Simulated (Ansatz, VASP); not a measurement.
**Two plane-wave programs on C**

```
C
1.0
     1.25308    0.72347    3.41752
    -1.25308    0.72347    3.41752
     0.00000   -1.44693    3.41752
C
2
Cartesian
  0.0000 0.0000 1.7660
  0.0000 0.0000 8.4866
```

Change from the starting cell: mode 4 frozen in at +0.057 Å, equal normal strain along x, y and z +0.0167.

Alike in both runs: task single point; functional PBE; dispersion D3(BJ); k mesh 15 × 15 × 15; occupations gaussian, width 0.05 eV; no spin polarisation.

|  | VASP | Ansatz |
| --- | --- | --- |
| version | VASP 6.6.1 | Ansatz 0.2.0 |
| potentials or method | VASP PAW PBE potentials, release 64 (C) | scalar-relativistic, plane waves, PAW |
| plane-wave cutoff (eV) | 520 | 520 |
| valence electrons in the cell | 8 | 8 |

VASP gave:

| Item | Value |
| --- | --- |
| gap on the k mesh at the Fermi level (eV) | 0.45 |
| least direct gap on the mesh (eV) | 0.45 |
| pressure (GPa) | -13.3 |
| largest component of the traceless stress (GPa) | 11.07 |
| rms of the force components (eV/Å) | 1.107 |

Problem. Estimate Ansatz's values.

Solution. gap on the k mesh at the Fermi level (eV): 0.45; least direct gap on the mesh (eV): 0.45; pressure (GPa): -13.7; largest component of the traceless stress (GPa): 11.53; rms of the force components (eV/Å): 1.111.

Atom by atom the forces differ by 0.004 eV/Å (rms over components).

Caveats: an odd mesh through Γ misses points on the zone boundary, where band edges often lie; forces of over 1 eV/Å show positions far from the minimum, so gaps and moduli don't describe the material at rest.
